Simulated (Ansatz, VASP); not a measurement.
## ZnSe in VASP and in Ansatz

```
Zn Se
1.0
     3.93263    0.00000    0.00000
     0.00000    3.93263    0.00000
     0.00000    0.00000    5.99374
Zn Se
2 2
Direct
  0.00000 0.00000 0.00000
  0.50000 0.50000 0.00000
  0.00000 0.50000 0.23230
  0.50000 0.00000 0.76770
```

Alike in both runs: task single point; functional LDA; k mesh 8 × 8 × 6; occupations gaussian, width 0.02 eV; no spin polarisation.

```csv
,VASP,Ansatz
version,VASP 6.6.1,Ansatz 0.2.0
potentials or method,"VASP PAW LDA potentials, release 64 (Zn, Se)","scalar-relativistic, plane waves, PAW"
plane-wave cutoff (eV),520,420
valence electrons in the cell,36,56
```

Ansatz gave:

```
gap on the k mesh at the Fermi level (eV)       : 1.92
least direct gap on the mesh (eV)               : 1.92
pressure (GPa)                                  : 4.4
largest component of the traceless stress (GPa) : 0.40
rms of the force components (eV/Å)              : 0.509
```

Task: Estimate VASP's values.

Result: gap on the k mesh at the Fermi level (eV): 1.92; least direct gap on the mesh (eV): 1.92; pressure (GPa): 5.0; largest component of the traceless stress (GPa): 0.34; rms of the force components (eV/Å): 0.543.

Atom by atom the forces differ by 0.034 eV/Å (rms over components). The two sets of potentials don't hold the same shells in valence.

Caveats: forces of over 1 eV/Å show positions far from the minimum, so gaps and moduli don't describe the material at rest. A k mesh can miss the band edges.
